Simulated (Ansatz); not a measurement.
**Structure relaxation of CuAu**

All numbers below come from DFT PBE, scalar-relativistic, plane waves, PAW in Ansatz. Cutoff 420 eV, Γ-centred k mesh, Gaussian smearing, no spin polarisation in the final step.

The start is a database structure of CuAu, space group P4/mmm (No. 123).

```
Cu Au
1.0
     2.80000    0.00000    0.00000
     0.00000    2.80000    0.00000
     0.00000    0.00000    3.67000
Cu Au
1 1
Direct
  0.50000 0.50000 0.50000
  0.00000 0.00000 0.00000
```

Steps on the 6×6×6 mesh (2 atoms). 10 of 11 steps are shown, and the free energy counts from the last. Trial steps that were taken back and renewals of the plane-wave basis can be among the rows.

```
step  ΔF (meV/atom) V (Å³/atom) P (GPa)
   1           42.3        14.39     7.30
   2           24.0        15.29    -1.97
   3           20.5        15.14    -0.83
   4           15.3        14.94     0.78
   5            4.0        14.86     0.93
   6            3.0        14.79     1.20
   7            2.4        14.96    -0.44
   9            0.4        14.92     0.38
  10            0.0        14.95     0.04
  11            0.0        14.95     0.04
```

The cell was then made exact in the group found at 0.06 Å. A final relaxation ran on a 18×18×18 mesh. The relaxed crystal, Pm-3m (No. 221):

```cif
data_structure
_symmetry_space_group_name_H-M 'Pm-3m'
_symmetry_Int_Tables_number 221
_cell_length_a 3.1061
_cell_length_b 3.1061
_cell_length_c 3.1061
_cell_angle_alpha 90.000
_cell_angle_beta 90.000
_cell_angle_gamma 90.000
_cell_volume 29.97
loop_
_atom_site_label
_atom_site_type_symbol
_atom_site_symmetry_multiplicity
_atom_site_Wyckoff_symbol
_atom_site_fract_x
_atom_site_fract_y
_atom_site_fract_z
_atom_site_occupancy
Cu1 Cu 1 b 0.50000 0.50000 0.50000 1
Au1 Au 1 a 0.00000 0.00000 0.00000 1
```

| Quantity | Value |
| --- | --- |
| Volume per atom | 14.98 Å³ |
| Density | 14.44 g/cm³ |
| Energy over the elements | -0.04 eV/atom |
| Gap on the 18×18×18 mesh | 0 eV (a metal) |

Formation energies are uncorrected and refer to the elements' standard structures at the same level.

The final run used a 18×18×18 mesh on its 2-atom cell and 0.10 eV smearing. The k mesh leaves about 4 meV/atom of noise in metals. Spin–orbit coupling is left out.

A structure relaxed within its symmetry needn't be a true minimum.

Cost: 3 runs of about 0.94 core-minutes in all, on Arm Neoverse V2 (shared hosts).